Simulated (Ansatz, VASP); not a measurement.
## Two plane-wave programs on C

```
C
1.0
     0.00000    2.09510    3.34800
     1.20958    0.00000    3.34800
     1.20958    2.09510    0.00000
C
2
Direct
  0.16667 0.83333 0.16667
  0.83333 0.16667 0.83333
```

Change from the starting cell: strain -0.015 along x and y, +0.000 along z, atoms carried along.

Alike in both runs: task single point; functional r2SCAN; k mesh 14 × 14 × 14; occupations gaussian, width 0.05 eV; no spin polarisation.

|  | VASP | Ansatz |
| --- | --- | --- |
| version | VASP 6.6.1 | Ansatz 0.2.0 |
| potentials or method | VASP PAW PBE potentials, release 64 (C) | scalar-relativistic, plane waves, PAW |
| plane-wave cutoff (eV) | 520 | 500 |
| valence electrons in the cell | 8 | 8 |

VASP gave:

| Item | Value |
| --- | --- |
| gap on the k mesh at the Fermi level (eV) | 0.44 |
| least direct gap on the mesh (eV) | 0.54 |
| pressure (GPa) | 15.0 |
| largest component of the traceless stress (GPa) | 13.14 |
| rms of the force components (eV/Å) | 0.016 |

**Question.** What did Ansatz give for the same quantities?

**Answer.** gap on the k mesh at the Fermi level (eV): 0.44; least direct gap on the mesh (eV): 0.54; pressure (GPa): 14.3; largest component of the traceless stress (GPa): 12.31; rms of the force components (eV/Å): 0.016.

Atom by atom the forces differ by 0.000 eV/Å (rms over components).

Caveats: the PAW data sets were made with another functional, which shifts forces and pressure a little (VASP). A k mesh can miss the band edges.
